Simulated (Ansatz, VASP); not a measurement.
# Two plane-wave programs on Mn

```
CELL_PARAMETERS angstrom
2.45524 0.00000 0.00000
-1.22762 2.12630 0.00000
0.00000 0.00000 3.98908
ATOMIC_POSITIONS crystal
Mn 0.66667 0.33333 0.75000
Mn 0.33333 0.66667 0.25000
```

This isn't the form of Mn at room conditions, which is a 58-atom cubic cell.

Alike in both runs: functional r2SCAN; k mesh 9 × 9 × 6; occupations gaussian, width 0.1 eV; collinear spin.

Ansatz relaxed the structure, and its values are those at the end. VASP's run is a single point on that final structure, the one shown.

|  | VASP | Ansatz |
| --- | --- | --- |
| version | VASP 6.6.1 | Ansatz 0.2.0 |
| potentials or method | VASP PAW PBE potentials, release 64 (Mn_pv) | scalar-relativistic, plane waves, PAW |
| plane-wave cutoff (eV) | 520 | 500 |
| valence electrons in the cell | 26 | 30 |

```csv
,VASP,Ansatz,Ansatz less VASP
gap on the k mesh at the Fermi level (eV),none,none,-
pressure (GPa),0.5,0.2,-0.31
net moment per atom (μB),0.00,0.00,0.000
```

A gap of «none» marks a metal or a gap that the smearing closes. The two sets of potentials don't hold the same shells in valence. Ansatz warned: «seeded_moment_not_kept».

Caveats: the PAW data sets were made with another functional, which shifts forces and pressure a little (VASP).
